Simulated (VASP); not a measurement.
The system is BaTiO3.

```xyz
5
Lattice="4.0060 0.0000 0.0000 0.0000 4.0060 0.0000 0.0000 0.0000 4.0060" Properties=species:S:1:pos:R:3 pbc="T T T"
Ba    1.8833    2.0157    2.0258
Ti   -0.0809    0.0066   -0.0819
O    -0.1082   -0.0756    2.0420
O    -0.0015    1.9916   -0.0227
O     1.9864   -0.0352    0.0258
```

The cell isn't the ideal one: grid = ENCUT=900 k=8x8x8 ISMEAR=0 SIGMA=0.05 PREC=Accurate EDIFF=1e-08 LREAL=False ADDGRID=False LASPH=True; atoms moved at random, drawn with an rms of 0.1 Å.

Base run:

* Program: VASP 6.6.1
* Functional: PBE
* Potentials or basis: VASP PAW PBE potentials, release 64 (Ba_sv, Ti_sv, O)
* Cutoff: 900 eV
* k mesh: 8 × 8 × 8
* Occupations: gaussian, width 0.05 eV
* Spin: no spin polarisation

Its results: band gap on the k mesh 1.90 eV, indirect (least direct gap 2.19 eV); pressure 4.9 GPa; largest force 0.584 eV/Å.

**Question.** The run is repeated on the same cell with these changes: functional from PBE to LDA; potentials or basis from VASP PAW PBE potentials, release 64 (Ba_sv, Ti_sv, O) to VASP PAW LDA potentials, release 64 (Ba_sv, Ti_sv, O). What comes out?

**Answer.** Band gap on the k mesh 1.82 eV, indirect (least direct gap 2.10 eV); pressure -5.8 GPa; largest force 0.547 eV/Å.

Caveats: spin-orbit coupling is left out, which moves the levels of the heavy elements.

A k mesh can miss the band edges.
